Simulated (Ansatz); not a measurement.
This is a relaxation of cell and atoms with Ansatz 0.2.0 on BN in the zincblende structure; the level of theory is PBEsol. It starts from the PBE minimum.

The input:
```yaml
crystal:
  lattice:
    - [0.0, 1.8122639362, 1.8122639362]
    - [1.8122639362, 0.0, 1.8122639362]
    - [1.8122639362, 1.8122639362, 0.0]
  atoms:
    - { symbol: B, position: [0.0, 0.0, 0.0] }
    - { symbol: "N", position: [0.25, 0.25, 0.25] }
kpoints:
  mp_grid: { grid: [10, 10, 10] }
hamiltonian:
  xc: pbesol
scf:
  occupations: { method: fermi_dirac, width: 0.02 }
relax:
  f_tol: 0.005
  cell: {}
```

Run as `ansatz run input.yaml --threads 4 --pin off --max-ram 7372MiB --backend cpu --events-out ev --progress --plain --runs-dir out`. Wall time 1.1 s on 4 threads of Arm Neoverse V2, with other jobs on the host, load about 0.3 per core; peak host memory 0.26 GiB.

What the program printed (shortened):
```
Functional definition: PBEsol
Crystal: 2 atoms, lattice volume = 11.904 Å³
Basis set: ecut = 420 eV, 259 PW (Γ)
Bands: 8, of which v1, the nominal top of the filled ones, is band 4 counted from 1 (3 counted from 0)
Symmetry: 24 space group operations
Space group: F-43m (ITA 216)
k-points: 47 of 1000 (time reversal used)
relax step 1: F+E_penalty+E_count = -533.83319517 eV  P = -5.848 GPa  Ω = 11.904 Å³
relax step 2: F+E_penalty+E_count = -533.83666286 eV  P = -2.428 GPa  Ω = 11.798 Å³
relax step 3: F+E_penalty+E_count = -533.83772265 eV  P = +0.043 GPa  Ω = 11.723 Å³
relax step 4: F+E_penalty+E_count = -533.83646017 eV  P = -0.134 GPa  Ω = 11.723 Å³  (SCF on a basis re-selected at this cell)
relax step 5: F+E_penalty+E_count = -533.83648903 eV  P = -0.001 GPa  Ω = 11.719 Å³
relax step 6: F+E_penalty+E_count = -533.83648903 eV  P = -0.002 GPa  Ω = 11.719 Å³  (SCF on a basis re-selected at this cell)
SCF converged after 4 iterations
Free energy (F): -533.836489 eV
Fermi energy:    13.407884 eV
--- Forces (eV/Å), atoms counted from 1 ---
  atom   1  B       0.00000      0.00000      0.00000
  atom   2  N       0.00000      0.00000      0.00000
--- Stress (GPa, compression-positive) ---
       -0.001710       0.000000       0.000000
        0.000000      -0.001710       0.000000
        0.000000       0.000000      -0.001710
  P = ⅓ Tr σ = -0.0017 GPa (-0.017 kbar)
--- Relaxed structure (4 steps of the walk, 4 accepted, 2 SCFs on fresh bases) ---
  F+E_penalty+E_count = -533.83648903 eV
  cell:  # Å, volume = 11.7194 Å³
    - [0.000000, 1.802846, 1.802846]
    - [1.802846, 0.000000, 1.802846]
    - [1.802846, 1.802846, 0.000000]
  atoms:
    - { symbol: B, position: [0.000000, 0.000000, 0.000000] }
    - { symbol: N, position: [0.250000, 0.250000, 0.250000] }
```

The walk took 4 steps and changed the volume by -1.6 %. The last SCF, on a fresh basis, lies 1.6 meV an atom below the first. At the end: space group F-43m (No. 216), cubic; a = 3.606 Å in the conventional setting, 5.86 Å³ an atom. B is surrounded by 4 N at 1.56 Å; N is surrounded by 4 B at 1.56 Å.

No spin polarisation and no zero-point or thermal motion.
